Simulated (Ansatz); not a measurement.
# Two-dimensional strain map in InP

The calculation used DFT PBE, scalar-relativistic, plane waves, PAW (Ansatz 0.2.0). Cutoff 420 eV, Γ-centred 10×10×10 k-points, Gaussian smearing of 0.05 eV. No spin polarisation. Energies are free energies at this smearing, counted from the undisturbed cell; pressure is positive in compression.

Reference structure (relaxed at this level):

```
In P
1.0
     0.00000    2.98003    2.98003
     2.98003    0.00000    2.98003
     2.98003    2.98003    0.00000
In P
1 1
Cartesian
  0.0000 0.0000 0.0000
  4.4701 4.4701 4.4701
```

The cell is strained by p along both x and y and by q along z, fractional coordinates fixed. Points are written (p, q).

Energy above the undisturbed cell in meV/atom (a dash: not computed):

```csv
p \ q,-0.030,-0.015,0.000,0.015,0.030
-0.030,44.2,30.6,21.0,15.3,13.3
-0.015,19.4,10.4,5.0,3.2,4.8
0.000,6.5,1.6,0.0,1.6,6.4
0.015,4.4,3.1,4.8,9.5,17.1
0.030,11.9,13.8,18.5,25.9,35.8
```

Pressure in GPa:

```
 p \ q  -0.030  -0.015  0.000  0.015  0.030
-0.030     6.7     5.4    4.1    3.0    1.9
-0.015     4.1     3.0    1.9    0.9    0.0
 0.000     1.9     0.9    0.0   -0.9   -1.7
 0.015     0.0    -0.9   -1.7   -2.4   -3.1
 0.030    -1.7    -2.4   -3.1   -3.7   -4.3
```

Gap on the k-mesh in eV:

```csv
p \ q,-0.030,-0.015,0.000,0.015,0.030
-0.030,0.94,0.83,0.72,0.61,0.49
-0.015,0.72,0.69,0.58,0.47,0.36
0.000,0.51,0.48,0.44,0.34,0.23
0.015,0.31,0.27,0.23,0.20,0.10
0.030,0.11,0.07,0.03,0.00,0.00
```

Where the gap reads zero the k-mesh, chosen for the insulator, is on the coarse side.